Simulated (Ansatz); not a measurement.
FePt (Tetraferroplatinum) under changes of volume

One of the cells (13.796 Å³/atom); the others are scaled copies at fixed shape and fractional positions:

```
CELL_PARAMETERS angstrom
2.72350 0.00000 0.00000
0.00000 2.72350 0.00000
0.00000 0.00000 3.72000
ATOMIC_POSITIONS crystal
Pt 0.50000 0.50000 0.50000
Fe 0.00000 0.00000 0.00000
```

```yaml
Program: Ansatz 0.2.0
Functional: RPBE
Dispersion: D3(BJ)
Potentials_or_basis: Ansatz PAW
Cutoff: "420 eV (not typed: the program's choice for these potentials)"
k_mesh: 10 × 10 × 7
Occupations: fermi-dirac, width 0.05 eV
Spin: collinear spin, ferromagnetic start
Starting_moments: "[0.0, 3.0] μB"
```

| volume (Å³/atom) | energy over the lowest point (meV/atom) | pressure (GPa) | moment (μB per cell) |
| --- | --- | --- | --- |
| 12.969 | 0.00 | -14.0 | 3.21 |
| 13.245 | 28.57 | -18.9 | 3.24 |
| 13.521 | 64.95 | -23.1 | 3.27 |
| 13.796 | 108.05 | -26.8 | 3.31 |
| 14.072 | 157.00 | -30.0 | 3.35 |
| 14.348 | ? | ? | ? |
| 14.624 | 269.81 | -35.2 | 3.42 |

Q: What does the run at 14.348 Å³/atom give?

A: Energy over the lowest point 211.13 meV/atom; pressure -32.8 GPa; moment 3.39 μB per cell.

Worked out: A Birch-Murnaghan fit of order 3 (a polynomial in V^(-2/3)) to the other rows has no minimum within the range. It gives 211.21 meV/atom at 14.348 Å³/atom, against the run's 211.13, and -dE/dV = -32.8 GPa, against -32.8. A straight line through the other rows of the moment, of slope 0.129 μB per Å³/atom, gives 3.38 μB, against the run's 3.39.

Energies are extrapolated to zero smearing.

Caveats: pairwise dispersion overbinds metals, which lowers pressure and volume; the PAW data sets come from PBE, with cores solved anew for the run's functional, which leaves a small shift of forces and pressure.
